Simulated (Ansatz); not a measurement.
**Relaxation of SnSe₂**

These are results of DFT PBE, scalar-relativistic, plane waves, PAW in Ansatz 0.2.0, not measurements. Settings: 420 eV cutoff, 9×9×4 k-mesh, Gaussian smearing of 0.02 eV, no spin polarisation.

What was changed in SnBr2: Br → Se on all its sites, cell and atoms relaxed.

Input:

```yaml
crystal:
  lattice:
    - [3.8810025693, 0.0, 0.0]
    - [-1.9405012846, 3.3610468171, 0.0]
    - [0.0, 0.0, 7.020788357]
  atoms:
    - { symbol: Sn, position: [0.0, 0.0, 0.5] }
    - { symbol: Se, position: [0.6666666667, 0.3333333333, 0.2739311241] }
    - { symbol: Se, position: [0.3333333333, 0.6666666667, 0.7260688759] }
basis:
  ecutwfc: 420
kpoints:
  mp_grid: { grid: [9, 9, 4] }
hamiltonian:
  xc: pbe
scf:
  occupations: { method: gaussian, width: 0.02 }
output:
  forces: true
  stress: true
  eigenvalues: true
relax:
  adjacent_minimum: "off"
  f_tol: 0.01
  max_steps: 60
  cell: { stress_tol: 0.1 }
```

F is the free energy. Steps run on the plane waves of an earlier cell, but the last one, and at times one on the way, on a freshly chosen basis, so a repeated geometry can differ a little in energy.

Steps:

```tsv
step	F − F(1) (eV)	largest force component (eV/Å)	V (Å³/atom)	P (GPa)
1	0.0000	0.040	30.527	-0.04
2	0.0024	0.142	30.153	-0.19
3	-0.0006	0.003	30.392	-0.03
4	-0.0005	0.003	30.392	-0.03
```

Relaxed structure:

```
CELL_PARAMETERS angstrom
3.87274 0.00000 0.00000
-1.93637 3.35389 0.00000
0.00000 0.00000 7.01957
ATOMIC_POSITIONS crystal
Sn 0.00000 0.00000 0.50000
Se 0.66667 0.33333 0.27283
Se 0.33333 0.66667 0.72717
```

The structure is trigonal, space group P-3m1 (No. 164). The conventional cell has a = 3.873 Å, b = 3.873 Å, c = 7.020 Å, α = 90.00°, β = 90.00°, γ = 120.00°. Sn (site symmetry -3m) has 6 Se at 2.75 Å as nearest neighbours. Se (site symmetry 3m) has 3 Sn at 2.75 Å as nearest neighbours.

The run converged. The run took about 28 core-seconds.